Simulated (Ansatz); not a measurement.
AlN: relaxed-ion elastic tensor

Method: Ansatz, DFT PBE, scalar-relativistic, plane waves, PAW. Plane waves to 420 eV; Γ-centred k mesh 12×12×2; fixed occupations. No spin polarisation.

Relaxed structure:
```
Al N
1.0
     3.12078    0.00000    0.00000
    -1.56039    2.70267    0.00000
     0.00000    0.00000   20.22402
Al N
8 8
Cartesian
  0.0000 1.8018 16.7363
  0.0000 0.0000 14.1971
  1.5604 0.9009 6.6445
  1.5604 0.9009 11.6792
  0.0000 0.0000 9.1615
  0.0000 1.8018 1.5673
  0.0000 0.0000 4.1065
  1.5604 0.9009 19.2743
  1.5604 0.9009 0.9550
  1.5604 0.9009 13.5843
  0.0000 1.8018 18.6518
  0.0000 0.0000 6.0221
  0.0000 0.0000 16.1132
  0.0000 0.0000 11.0665
  0.0000 1.8018 3.4834
  1.5604 0.9009 8.5492
```

It was reached by relaxing an invented guess, and it needn't be the stable form of this composition.

Q: Give the relaxed-ion elastic constants (GPa, Voigt order xx yy zz yz xz xy, on the Cartesian axes of the cell above).

A:
C11 = 369.2, C12 = 132.8, C13 = 84.4, C22 = 369.2, C23 = 84.4, C33 = 396.4, C44 = 106.6, C55 = 106.6, C66 = 118.2 GPa; the others vanish.

Q: Is the crystal stable against homogeneous strain?

A: Yes: the least eigenvalue of the tensor is 106.6 GPa.

Q: And the moduli of a polycrystal (Hill averages)?

A: B = 193 GPa, G = 120 GPa, E = 299 GPa, ν = 0.24.
